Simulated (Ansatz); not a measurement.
Zn:

```
Zn
1.0
    -1.56904    1.56904    1.56904
     1.56904   -1.56904    1.56904
     1.56904    1.56904   -1.56904
Zn
1
Direct
  0.00000 0.00000 0.00000
```

This isn't the form of Zn at room conditions, which is hcp.

* Program: Ansatz 0.2.0
* Task: relaxation of cell and atoms
* Functional: PBEsol
* Potentials or basis: Ansatz PAW
* Cutoff: 420 eV (not typed: the program's choice for these potentials)
* k mesh: 12 × 12 × 12
* Occupations: fermi-dirac, width 0.05 eV
* Spin: no spin polarisation

At the start: volume 15.45 Å³/atom.

Q: How do energy, volume and symmetry change on relaxing?

A: It ends after 5 steps and the volume is 14.27 Å³/atom (-7.7 %); space group Im-3m (No. 229, to 0.05 Å).

The path:
```tsv
step	energy change (eV)	largest force (eV/Å)	volume (Å³)
1	0.0000	0.0000	15.45
2	-0.0194	0.0000	14.62
3	-0.0217	0.0000	14.18
4	-0.0217	0.0000	14.27
5	-0.0211	0.0000	14.27
```

Final structure:
```
Zn
1.0
    -1.52784    1.52784    1.52784
     1.52784   -1.52784    1.52784
     1.52784    1.52784   -1.52784
Zn
1
Direct
  0.00000 0.00000 0.00000
```

Caveat: the plane-wave basis is chosen anew once the cell has moved, so the energies of steps on either side of that aren't comparable; the PAW data sets come from PBE, with cores solved anew for the run's functional, which leaves a small shift of forces and pressure.
